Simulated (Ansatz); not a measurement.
Rb: energy along a strain

Rb, Im-3m, a = 5.612 Å (as given, not relaxed at this level: 0.1 GPa). Ansatz: PBE, PAW, 420 eV, Γ-centred 12×12×12 mesh on 1 atom, Gaussian smearing 0.15 eV; no spin polarisation. Cell vectors (Å): -2.806 2.806 2.806; 2.806 -2.806 2.806; 2.806 2.806 -2.806. The cell is strained by x per cent times the pattern (0 0 0 1 0 0) in the order xx yy zz yz xz xy (engineering shears), with fractional coordinates held. y is the free energy over the start, V0 = 88.374 Å³/atom. Symmetry makes y even in x. Points with a strain past 8.5 % were computed too (4) and aren't used here.

```
x (%) y (meV/atom)
-7.50          3.15
 0.00          0.00
 1.87             ?
 3.75          0.79
 5.62          1.76
```

**Question.** Fit y = c2 x² + c4 x⁴ to the other rows, get the stiffness along the pattern, and predict the missing energy.

**Answer.** Least squares on the rows shown. y = 0.05570 x² + 4.927×10⁻⁶ x⁴. The clamped-ion stiffness p·C·p = 2 × 0.5570 eV × 160.2 / 88.374 Å³ = 2.0 GPa, which is C44 in these axes. At x = 1.87 the fit asked for gives 0.19 meV/atom. The run gave 0.20 meV/atom, so the fit is 0.01 meV/atom too low, a small miss on the scale of the series.